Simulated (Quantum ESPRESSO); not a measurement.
**HfB2 under changes of volume**

One of the cells (9.905 Å³/atom); the others are scaled copies at fixed shape and fractional positions:

```xyz
3
Lattice="3.1400 0.0000 0.0000 -1.5700 2.7193 0.0000 0.0000 0.0000 3.4800" Properties=species:S:1:pos:R:3 pbc="T T T"
Hf    0.0000    0.0000    0.0000
B     1.5700    0.9064    1.7400
B     0.0000    1.8129    1.7400
```

| Quantity | Value |
| --- | --- |
| Program | Quantum ESPRESSO 7.5 |
| Functional | r2SCAN |
| Potentials or basis | SG15 PBE 1.2 |
| Cutoff | 952 eV |
| Density cutoff | 3810 eV |
| k mesh | 6 × 6 × 5 |
| Occupations | fermi-dirac, width 0.05 eV |
| Spin | no spin polarisation |

```tsv
volume (Å³/atom)	energy over the lowest point (meV/atom)	pressure (GPa)
9.311	5.90	7.8
9.509	0.00	1.8
9.707	1.13	-3.6
9.905	8.62	-8.5
10.103	21.87	-12.9
10.301	?	?
10.499	63.51	-20.6
```

Question: What does the run at 10.301 Å³/atom give?

Answer: Energy over the lowest point 40.33 meV/atom; pressure -16.9 GPa.

Worked out: A Birch-Murnaghan fit of order 3 (a polynomial in V^(-2/3)) to the other rows has its minimum at 9.57 Å³/atom with B0 = V·E''(V) = 266 GPa and B' = 3.8 at fixed shape and positions, which overstates the stiffness. It gives 40.33 meV/atom at 10.301 Å³/atom, against the run's 40.33, and -dE/dV = -16.9 GPa, against -16.9.

Energies are extrapolated to zero smearing.

Caveats: all runs use coarse meshes; the potentials were made for another functional, which shifts forces and pressure.
